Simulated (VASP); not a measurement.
# MoS2 in VASP: notebook, part 2 of 2

VASP 6.6.1. Earlier steps stand in the parts before.

## (4) Phonons, r2SCAN

POSCAR

```
MoS2
1.0
    3.1284000000      0.0000000000      0.0000000000
   -1.5642000000      2.7366402760      0.0000000000
    0.0000000000      0.0000000000     20.0000000000
  Mo              S
     1     2
Direct
     0.3336844117428122    0.6673688235856332    0.5000000000000000
     0.6664911274785955    0.3329822548571819    0.5782638825250667
     0.6664911274785955    0.3329822548571819    0.4217361174749333
```

INCAR.step1

```
SYSTEM = MoS2
  PREC = Accurate
  ENCUT = 600
  EDIFF = 1E-8
  ISMEAR = -1
  SIGMA = 0.05
  LREAL = .FALSE.
  LASPH = .TRUE.
  NELM = 100
  ALGO = Normal
  ISIF = 2
  LWAVE = .FALSE.
  LCHARG = .FALSE.
  METAGGA = R2SCAN
  LMIXTAU = .TRUE.
  IBRION = 2
  NSW = 40
  EDIFFG = -0.002
  KPAR = 4
```

INCAR.step2

```
SYSTEM = MoS2
  PREC = Accurate
  ENCUT = 600
  EDIFF = 1E-8
  ISMEAR = -1
  SIGMA = 0.05
  LREAL = .FALSE.
  LASPH = .TRUE.
  NELM = 100
  ALGO = Normal
  ISIF = 2
  LWAVE = .FALSE.
  LCHARG = .FALSE.
  METAGGA = R2SCAN
  LMIXTAU = .TRUE.
  IBRION = 6
  NFREE = 2
  POTIM = 0.015
  NSW = 1
  KPAR = 4
```

KPOINTS

```
regular mesh
0
G
  12 12 1
  0 0 0
```

Potentials or basis: VASP PAW PBE potentials, release 64 (Mo_sv, S).

Command:

```bash
> cat potpaw_PBE.64/Mo_sv/POTCAR potpaw_PBE.64/S/POTCAR > POTCAR
> cp INCAR.step1 INCAR
> mpirun -np 4 vasp_std > vasp.out
> cp CONTCAR POSCAR
> cp INCAR.step2 INCAR
> mpirun -np 4 vasp_std > vasp.out
```

OUTCAR:

```text
SYSTEM = MoS2
   PREC = Accurate
   ENCUT = 600
   EDIFF = 1E-8
   ISMEAR = -1
   LREAL = .FALSE.
   LASPH = .TRUE.
   NELM = 100
   ISIF = 2
   METAGGA = R2SCAN
   IBRION = 6
   NFREE = 2
   POTIM = 0.015
   NSW = 1

 ion  position               nearest neighbor table
   1  0.334  0.667  0.500-   2 2.39   3 2.39   2 2.39   3 2.39   2 2.40   3 2.40
   2  0.666  0.333  0.578-   1 2.39   1 2.39   1 2.40
   3  0.666  0.333  0.422-   1 2.39   1 2.39   1 2.40

  LATTYP: Found a base centered orthorhombic cell.
 ALAT       =     3.1284000000
 B/A-ratio  =     1.7495462703
 C/A-ratio  =     6.3930443677

  Lattice vectors:

 A1 = (   1.5642000000,  -2.7366402760,   0.0000000000)
 A2 = (   1.5642000000,   2.7366402760,   0.0000000000)
[... 873 lines left out ...]
  Total        1.7343184      1.1142280      0.4665179      0.0000000     -0.0041884      0.0000000
  in kB       16.2281653     10.4259262      4.3652481      0.0000000     -0.0391915      0.0000000
  external PRESSURE =      10.3397799 kB  Pullay stress =       0.0000000 kB
[... 18 lines left out ...]
  FREE ENERGIE OF THE ION-ELECTRON SYSTEM (eV)
  ---------------------------------------------------
  free  energy   TOTEN  =       -44.9804329489 eV

  energy  without entropy=      -44.9804329485  energy(sigma->0) =      -44.98043295

 INTERNAL STRAIN TENSORS FROM DISPLACED ATOMS
 ============================================

 INTERNAL STRAIN TENSOR FOR ION    1 for displacements in x,y,z  (eV/Angst):
          X           Y           Z          XY          YZ          ZX
  --------------------------------------------------------------------------------
  x     0.00000     0.00000     0.00000    -6.52606     0.00000     0.00000
  y    -6.22011     5.72278    -0.43224     0.00000     0.00000     0.00000
  z     0.00000     0.00000     0.00000     0.00000    -0.54408     0.00000

 INTERNAL STRAIN TENSOR FOR ION    3 for displacements in x,y,z  (eV/Angst):
          X           Y           Z          XY          YZ          ZX
  --------------------------------------------------------------------------------
  x     0.00000     0.00000     0.00000     3.25925     0.00000    15.31571
  y     3.10701    -2.85679     0.21512     0.00000    15.15339     0.00000
  z    10.35610    10.52587    31.20804     0.00000     0.27381     0.00000

 Eigenvectors and eigenvalues of the dynamical matrix
 ----------------------------------------------------

   1 f  =   14.295802 THz    89.823173 2PiTHz  476.856626 cm-1    59.122660 meV
             X         Y         Z           dx          dy          dz
     -0.000000  1.826348 10.000000    -0.000000    0.000000   -0.632649
      1.564200  0.911253 11.565278     0.000000   -0.009253    0.547532
      1.564200  0.911253  8.434722     0.000000    0.009253    0.547532
[... 43 lines left out ...]
   9 f/i=    0.004827 THz     0.030327 2PiTHz    0.161001 cm-1     0.019962 meV
             X         Y         Z           dx          dy          dz
     -0.000000  1.826348 10.000000    -0.000000   -0.000000    0.774394
      1.564200  0.911253 11.565278    -0.000000   -0.000008    0.447389
      1.564200  0.911253  8.434722    -0.000000    0.000008    0.447389

 ELASTIC MODULI CONTR FROM IONIC RELAXATION (kBar)
 Direction    XX          YY          ZZ          XY          YZ          ZX
 --------------------------------------------------------------------------------
 XX        -116.3954    -86.1272   -301.8324      0.0000     -0.0000      0.0000
 YY         -86.1272   -118.6027   -306.7766      0.0000     -0.0000      0.0000
 ZZ        -301.8324   -306.7766   -909.5644      0.0000     -0.0000      0.0000
 XY           0.0000      0.0000      0.0000    -18.4886      0.0000      0.0000
 YZ          -0.0000     -0.0000     -0.0000      0.0000   -443.1335      0.0000
 ZX           0.0000      0.0000      0.0000      0.0000      0.0000   -447.8417
 --------------------------------------------------------------------------------
```

OUTCAR.step1:

```text
SYSTEM = MoS2
   PREC = Accurate
   ENCUT = 600
   EDIFF = 1E-8
   ISMEAR = -1
   LREAL = .FALSE.
   LASPH = .TRUE.
   NELM = 100
[... 711 lines left out ...]
      1.56420      0.91125     11.56528        -0.000000     -0.000024      0.001887
      1.56420      0.91125      8.43472        -0.000000     -0.000024     -0.001887
 -----------------------------------------------------------------------------------
    total drift:                               -0.000000      0.000179     -0.000000

  FREE ENERGIE OF THE ION-ELECTRON SYSTEM (eV)
  ---------------------------------------------------
  free  energy   TOTEN  =       -44.9825115732 eV

  energy  without entropy=      -44.9825115729  energy(sigma->0) =      -44.98251157

 reached required accuracy - stopping structural energy minimisation
```

OSZICAR.step1:

```text
N       E                     dE             d eps       ncg     rms          rms(c)
DAV:   1     0.154204301911E+03    0.15420E+03   -0.14675E+04  1966   0.137E+03
DAV:   2    -0.427243054820E+02   -0.19693E+03   -0.19481E+03  2043   0.284E+02
DAV:   3    -0.544659490627E+02   -0.11742E+02   -0.11708E+02  1977   0.675E+01
[... 70 lines left out ...]
DAV:  74    -0.449825110536E+02    0.18953E-06   -0.59495E-08  1339   0.311E-03    0.137E-04
DAV:  75    -0.449825115727E+02   -0.51916E-06   -0.16339E-07  1462   0.481E-03    0.850E-05
DAV:  76    -0.449825115843E+02   -0.11628E-07   -0.40398E-08  1265   0.242E-03    0.961E-06
DAV:  77    -0.449825115737E+02    0.10681E-07   -0.94001E-09  1105   0.126E-03    0.530E-06
DAV:  78    -0.449825115732E+02    0.46020E-09   -0.12457E-08  1105   0.142E-03
   1 F= -.44982512E+02 E0= -.44982512E+02  d E =-.449825E+02
```

It took 50 min on 4 MPI ranks of Intel Xeon 6975P-C (Granite Rapids), shared host; peak memory 0.74 GiB.

Results:

- Highest phonon frequency at Γ, LO-TO splitting left out: 477 cm⁻¹

Phonon frequencies in cm⁻¹ (negative: imaginary):
```csv
q point,frequencies
"(0.000, 0.000, 0.000)",0 0 0 287 288 388 390 412 477
```

Caveat: the PAW data sets were made with another functional, which shifts forces and pressure a little.
